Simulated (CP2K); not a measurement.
Runs of CP2K 2026.2 on WC. It takes space group Fm-3m (No. 225, cubic). Conventional cell: a = 4.385 Å, b = 4.385 Å, c = 4.385 Å, α = 90.00°, β = 90.00°, γ = 90.00°. W (site symmetry m-3m) has 6 C at 2.19 Å as nearest neighbours. C (site symmetry m-3m) has 6 W at 2.19 Å as nearest neighbours. Measurements of this composition are mostly on another form, of space group No. 187.

| task | level | smearing | EPS_DEFAULT | NGRIDS | points a segment of the path (NPOINTS) | bands added on the path | gap on the mesh (eV) | pressure (GPa) |
| --- | --- | --- | --- | --- | --- | --- | --- | --- |
| band structure | SCAN | fermi-dirac 0.01 eV | 1.0E-10 | 5 | 6 | 6 | none | (a) |
| band structure | r2SCAN | fermi-dirac 0.1 eV | 1.0E-9 | 5 | 8 | 4 | none | -9.9 |
| band structure | TASK | fermi-dirac 0.0259 eV | 1.0E-9 | 5 | 8 | 6 | none | -7.3 |
| band structure | r2SCAN | fermi-dirac 0.01 eV | 1.0E-10 | 5 | 8 | 4 | none | -10.1 |

Alike in all rows: potentials or basis POTENTIAL_UZH W GTH-SCAN-q14, C GTH-SCAN-q4; TZVP-MOLOPT-SCAN-GTH basis; no spin polarisation; cell as given; k mesh 10 × 10 × 10.

Estimate the missing entries.

(a) -12.0.

Caveats: the basis of atomic orbitals isn't converged, which shifts pressures, moduli and gaps; the potentials were made for another functional, which shifts forces and pressure (some runs).

A k mesh can miss the band edges, and the runs leave out spin-orbit coupling on W.

A gap of «none» marks a metal or a gap under the smearing width.

Not every run made on this cell is shown here.
